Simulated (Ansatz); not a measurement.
All numbers below come from Ansatz, DFT PBE, scalar-relativistic, plane waves, PAW. All cells share a 420 eV cutoff and Γ-centred k meshes spaced at most about 0.3 Å⁻¹ (about 0.25 or finer for metals, 2π included). No spin polarisation in the final relaxations.

These are static total energies at zero pressure. All come from trial cells, and lower structures may exist.

Problem. These unrelaxed guesses for Al are each relaxed within their symmetry. Order them by the energy at which they end, lowest first.
A.

```cif
data_structure
_symmetry_space_group_name_H-M 'P-6m2'
_symmetry_Int_Tables_number 187
_cell_length_a 2.8684
_cell_length_b 2.8684
_cell_length_c 13.9427
_cell_angle_alpha 90.000
_cell_angle_beta 90.000
_cell_angle_gamma 120.000
_cell_volume 99.35
loop_
_atom_site_label
_atom_site_type_symbol
_atom_site_symmetry_multiplicity
_atom_site_Wyckoff_symbol
_atom_site_fract_x
_atom_site_fract_y
_atom_site_fract_z
_atom_site_occupancy
Al1 Al 1 a 0.00000 0.00000 0.00000 1
Al2 Al 2 i 0.66667 0.33333 0.83533 1
Al3 Al 2 g 0.00000 0.00000 0.66764 1
Al4 Al 1 f 0.66667 0.33333 0.50000 1
```

B.

```cif
data_structure
_symmetry_space_group_name_H-M 'P4/mmm'
_symmetry_Int_Tables_number 123
_cell_length_a 2.5070
_cell_length_b 2.5070
_cell_length_c 2.6681
_cell_angle_alpha 90.000
_cell_angle_beta 90.000
_cell_angle_gamma 90.000
_cell_volume 16.77
loop_
_atom_site_label
_atom_site_type_symbol
_atom_site_symmetry_multiplicity
_atom_site_Wyckoff_symbol
_atom_site_fract_x
_atom_site_fract_y
_atom_site_fract_z
_atom_site_occupancy
Al1 Al 1 b 0.00000 0.00000 0.50000 1
```

Solution. A (ends in P6_3/mmc, hcp type, 0 meV/atom), B (ends in Pm-3m, simple cubic type, 0.34 eV/atom).

Cells relaxed within their symmetry can be saddle points. The part of the Crystallography Open Database at hand lists Al in space groups No. 225, 229; no cell shown has one of them. Some structure types and database cells were kept out of the candidates from the start, so a known form may be missing.
